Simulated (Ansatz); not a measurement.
# C: the cost of one run

Program: Ansatz 0.2.0. Level of theory: DFT r2SCAN, scalar-relativistic, plane waves, PAW. These are calculated values, not measurements.

## (1) The system as given

It takes space group P3_121 (No. 152, trigonal). Conventional cell: a = 3.239 Å, b = 3.239 Å, c = 3.675 Å, α = 90.00°, β = 90.00°, γ = 120.00°. C (site symmetry 2) has 2 C at 1.76 Å as nearest neighbours.

Structure file:

```cif
data_structure
_symmetry_space_group_name_H-M 'P3_121'
_symmetry_Int_Tables_number 152
_cell_length_a 3.2388
_cell_length_b 3.2388
_cell_length_c 3.6745
_cell_angle_alpha 90.000
_cell_angle_beta 90.000
_cell_angle_gamma 120.000
_cell_volume 33.38
loop_
_atom_site_label
_atom_site_type_symbol
_atom_site_symmetry_multiplicity
_atom_site_Wyckoff_symbol
_atom_site_fract_x
_atom_site_fract_y
_atom_site_fract_z
_atom_site_occupancy
C1 C 3 a 0.22540 0.00000 0.33333 1
```

This is candidate A: trigonal selenium type (P3_121, No. 152).

(A quick probe on a coarse mesh, which set the mesh and smearing, is not shown.)

## (3) A loose first relaxation (candidate A)

Input file input.yaml:

```yaml
crystal:
  lattice:
    - [3.23879907, 0.0, 0.0]
    - [-1.6193995351, 2.8048822724, 0.0]
    - [0.0, 0.0, 3.6745259633]
  atoms:
    - { symbol: C, position: [0.2254, 0.0, 0.3333333333] }
    - { symbol: C, position: [0.0, 0.2254, 0.6666666667] }
    - { symbol: C, position: [0.7746, 0.7746, 0.0] }
basis:
  ecutwfc: 500
kpoints:
  mp_grid: { grid: [6, 6, 6] }
hamiltonian:
  xc: r2scan
scf:
  occupations: { method: gaussian, width: 0.1 }
  lower_state_search: "off"
output:
  forces: true
  stress: true
  eigenvalues: true
relax:
  adjacent_minimum: "off"
  f_tol: 0.04
  max_steps: 70
  cell: { stress_tol: 0.4 }
```

Q: Estimate wall time and peak memory on 1 thread of an x86-64 CPU, shared host.

About 1.7 min, with a peak of 0.57 GiB.
